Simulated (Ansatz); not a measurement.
The system is ZnO (zincite).

```
CELL_PARAMETERS angstrom
3.24931 0.00000 0.00000
-1.62465 2.81398 0.00000
0.00000 0.00000 5.20571
ATOMIC_POSITIONS crystal
Zn 0.66667 0.33333 0.00000
Zn 0.33333 0.66667 0.50000
O 0.33333 0.66667 0.87901
O 0.66667 0.33333 0.37901
```

| Property | Result |
| --- | --- |
| Program | Ansatz 0.2.0 |
| Task | single point |
| Functional | PBE |
| Potentials or basis | all-electron LAPW, scalar-relativistic |
| Cutoff | 429 eV (chosen from the basis error) |
| Basis error allowed | 0.001 eV/atom |
| k mesh | 9 × 9 × 5 |
| Occupations | fermi-dirac, width 0.05 eV |
| Spin | no spin polarisation |

On this cell: pressure 4.8 GPa; largest force 0.070 eV/Å; band gap on the k mesh 0.82 eV, direct.

The same run follows on a disturbed copy (atoms moved at random, drawn with an rms of 0.05 Å):

```xyz
4
Lattice="3.2493 0.0000 0.0000 -1.6247 2.8140 0.0000 0.0000 0.0000 5.2057" Properties=species:S:1:pos:R:3 pbc="T T T"
Zn    1.6211    0.9605   -0.0398
Zn   -0.0210    1.8336    2.6766
O    -0.0214    1.9038    4.6220
O     1.6670    0.9430    2.0035
```

What does the disturbed cell give?

The energy moves by +18.7 meV/atom; pressure 5.3 GPa; largest force 1.001 eV/Å; band gap on the k mesh 0.79 eV, direct.

Forces on the atoms (eV/Å):
```
Zn  -0.146  0.016  0.870
Zn   0.503  0.345 -0.794
O    0.208 -0.045  0.053
O   -0.565 -0.315 -0.128
```

Stress tensor (GPa, compression positive):
```
6.23 2.22 0.82
2.22 4.59 0.88
0.82 0.88 5.11
```

